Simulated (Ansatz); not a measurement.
Input of an Ansatz 0.2.0 run:

Contents of input.yaml:

```yaml
crystal:
  lattice:
    - [-2.3713723045, 2.3713723045, 1.3292653899]
    - [2.3713723045, -2.3713723045, 1.3292653899]
    - [2.3713723045, 2.3713723045, -1.3292653899]
  atoms:
    - { symbol: Si, position: [0.5, 0.5, 0.0] }
    - { symbol: Si, position: [0.25, 0.75, 0.5] }
hamiltonian:
  xc: pbe
  pseudopotentials: { kind: paw }
kpoints:
  mp_grid: { grid: [11, 11, 11] }
scf:
  occupations: { method: gaussian, width: 0.03 }
output:
  forces: true
  stress: true
  eigenvalues: true
```

Potentials or basis: Ansatz PAW.

Run with:

```sh
$ ansatz run input.yaml --threads 2 --pin off --max-ram 5632MiB --backend cpu --events-out ev --progress --plain --runs-dir out
```

Task: What does it give for the band gap on the k mesh?

Result: None (metal or under the smearing width).

Task: What does it give for the pressure?

Result: 3.2 GPa.

Stress tensor (GPa, compression positive):
```
3.73 0.00 0.00
0.00 3.73 0.00
0.00 0.00 2.20
```
